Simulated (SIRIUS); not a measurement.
Crystal: WS2.

```xyz
3
Lattice="2.5917 0.0000 0.0000 0.0000 2.5917 0.0000 0.0000 0.0000 9.2342" Properties=species:S:1:pos:R:3 pbc="T T T"
W     1.2959    1.2959    4.6171
S     1.2959    1.2959    7.0702
S     1.2959    1.2959    2.1639
```

The cell was built by a generator and needn't be a form met in nature.

```yaml
Program: SIRIUS 7.10.0
Task: single point
Functional: PBE
Potentials_or_basis: PseudoDojo 0.4.1 PBE standard (scalar relativistic)
Cutoff: 1030 eV
Density_cutoff: 4119 eV
k_mesh: 10 × 10 × 3
Occupations: fermi-dirac, width 0.05 eV
Spin: no spin polarisation
```

On this cell: pressure 0.7 GPa; largest force 0.048 eV/Å; band gap on the k mesh none (metal or under the smearing width).

The same run follows on a disturbed copy (atoms moved at random, drawn with an rms of 0.05 Å):

```
CELL_PARAMETERS angstrom
2.59173 0.00000 0.00000
0.00000 2.59173 0.00000
0.00000 0.00000 9.23417
ATOMIC_POSITIONS crystal
W 0.50801 0.50711 0.50064
S 0.51982 0.51597 0.76917
S 0.49619 0.48910 0.23427
```

**Question.** What does the disturbed cell give?

**Answer.** The energy (extrapolated to zero smearing) moves by +1.2 meV/atom; pressure -0.1 GPa; largest force 0.190 eV/Å; band gap on the k mesh none (metal or under the smearing width).

Forces in eV/Å, atoms in the order of the input:
```
W    0.001 -0.015  0.125
S   -0.019 -0.014 -0.188
S    0.018  0.029  0.063
```

Stress tensor (GPa, compression positive):
```
 0.73  0.00 -0.24
 0.00  0.74 -0.27
-0.24 -0.27 -1.66
```

Caveats: this functional lacks dispersion, which binds the layers, so the pressure and a relaxed spacing across them are unreliable (some runs).
